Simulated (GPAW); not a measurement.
Runs of GPAW 26.7.0 on In. It takes space group Im-3m (No. 229, cubic). Conventional cell: a = 3.765 Å, b = 3.765 Å, c = 3.765 Å, α = 90.00°, β = 90.00°, γ = 90.00°. In (site symmetry m-3m) is surrounded by 8 In at 3.26 Å. This isn't the form of In at room conditions, which is tetragonal.

```tsv
task	level	potentials or basis	cell	k mesh	cutoff (eV)	smearing	response ecut	frequency	extrapolate	vertex	qp bands	mesh quality	gap on the mesh (eV)	pressure (GPa)
G0W0 quasiparticle levels	PBEsol	PAW data sets generated in the run's folder for this functional, pw	as given	4 × 4 × 4	450	fermi-dirac 0.05 eV	150 eV	full	no	GWG	2	coarse	none	-
density of states	PBEsol+D3(BJ)	PAW data sets generated in the run's folder for this functional, pw	as given	10 × 10 × 10	600	methfessel-paxton 0.1 eV	-	-	-	-	-	not flagged	none	-3.8
single point	PBEsol	PAW data sets generated in the run's folder for this functional, pw	as given	8 × 8 × 8	450	fermi-dirac 0.05 eV	-	-	-	-	-	not flagged	none	(a)
single point	LDA	the program's PAW data sets (release 1.2.1) made for this functional, pw	as given	8 × 8 × 8	450	fermi-dirac 0.05 eV	-	-	-	-	-	not flagged	none	-5.2
G0W0 quasiparticle levels	PBEsol	PAW data sets generated in the run's folder for this functional, pw	as given	5 × 5 × 5	450	fermi-dirac 0.05 eV	150 eV	full	no	none	2	coarse	none	-
phonons	BLYP	PAW data sets generated in the run's folder for this functional, pw	relaxed	10 × 10 × 10	510	fermi-dirac 0.05 eV	-	-	-	-	-	not flagged	none	0.0
```

Alike in all rows: no spin polarisation.

Estimate the missing entries.

(a) -3.5.

Caveats: some runs use coarse meshes; the cutoff is short for stress and forces, so pressures can be off by a GPa or more (some runs); G0W0 is unreliable with partly filled bands (some runs); the long-wavelength limit can be off by a per cent or two (some runs); on this mesh the treatment of q = 0 moves the result by about a tenth of an eV (some runs); this smearing can pin the Fermi level at a band edge (some runs); pairwise dispersion overbinds metals, which lowers pressure and volume (some runs); phonon bands are interpolated from a small supercell (some runs).

A k mesh can miss the band edges, and the runs leave out spin-orbit coupling on In.

A gap of «none» marks a metal or a gap under the smearing width.

Not every run made on this cell is shown here.
